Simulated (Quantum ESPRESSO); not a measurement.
Crystal: Pt.

```
Pt
1.0
     0.00000    1.96090    1.96090
     1.96090    0.00000    1.96090
     1.96090    1.96090    0.00000
Pt
1
Direct
  0.00000 0.00000 0.00000
```

Base run:

```yaml
Program: Quantum ESPRESSO 7.5
Functional: PBEsol
Potentials_or_basis: PseudoDojo 0.4 FR PBEsol standard
Cutoff: 1143 eV
Density_cutoff: 4572 eV
k_mesh: 12 × 12 × 12
Occupations: fermi-dirac, width 0.05 eV
Spin: spin-orbit coupling, no magnetisation
```

Its results: band gap on the k mesh none (metal or under the smearing width); pressure -0.2 GPa.

Problem. The run is repeated on the same cell with these changes: potentials or basis from PseudoDojo 0.4 FR PBEsol standard to PseudoDojo 0.4.1 SR PBEsol standard; spin from spin-orbit coupling, no magnetisation to no spin polarisation. What comes out?

Solution. Band gap on the k mesh none (metal or under the smearing width); pressure -1.1 GPa.

Caveats: spin-orbit coupling is left out, which moves the levels of the heavy elements (some runs).
